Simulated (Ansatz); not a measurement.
Theory: Ansatz 0.2.0, DFT, BLYP, plane waves (420 eV) with PAW, scalar-relativistic. (PAW data from PBE, frozen cores regenerated.)

An element in the fcc structure gives this curve. The cell is scaled uniformly from the relaxed one, with fractional coordinates and shape fixed. Energies are extrapolated to zero smearing, pressures are those at the given smearing. Magnetic state: spin not included.

```csv
V (Å³/atom),E − E₀ (meV/atom),P (GPa)
20.187,63.3,8.62
21.104,25.4,5.09
22.022,5.5,2.28
22.939,0.0,0.05
23.857,6.0,-1.73
24.775,21.1,-3.14
25.692,43.4,-4.26
```

Task: Which element is it?
A. zirconium
B. selenium
C. arsenic
D. gallium

Result: B. Its fit is V₀ = 22.89 Å³/atom, B₀ = 50 GPa, B₀′ = 4.7.
